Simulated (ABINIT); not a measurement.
Crystal: CaO.

```
CELL_PARAMETERS angstrom
0.00000 2.40356 2.40356
2.40356 0.00000 2.40356
2.40356 2.40356 0.00000
ATOMIC_POSITIONS crystal
Ca 0.00000 0.00000 0.00000
O 0.50000 0.50000 0.50000
```

The cell is a database's computed one.

Base run:

* Program: ABINIT 10.8.3 (patched build)
* Functional: AM05
* Potentials or basis: JTH PAW PBE v2.0
* Cutoff: 626 eV
* k mesh: 10 × 10 × 10
* Occupations: fermi-dirac, width 0.05 eV
* Spin: no spin polarisation

Its results: band gap on the k mesh 3.59 eV, indirect (least direct gap 3.97 eV); pressure -1.9 GPa.

Problem. After a change of settings the same cell gave: band gap on the k mesh 3.67 eV, indirect (least direct gap 4.04 eV); pressure 1.0 GPa. Which change was it?
A. functional from AM05 to BP86
B. functional from AM05 to SOGGA
C. functional from AM05 to PBEsol; k mesh from 10 × 10 × 10 to 6 × 6 × 6
D. functional from AM05 to PBEsol

Solution. A.

Caveats: the PAW data sets were made with another functional, which shifts forces and pressure a little.
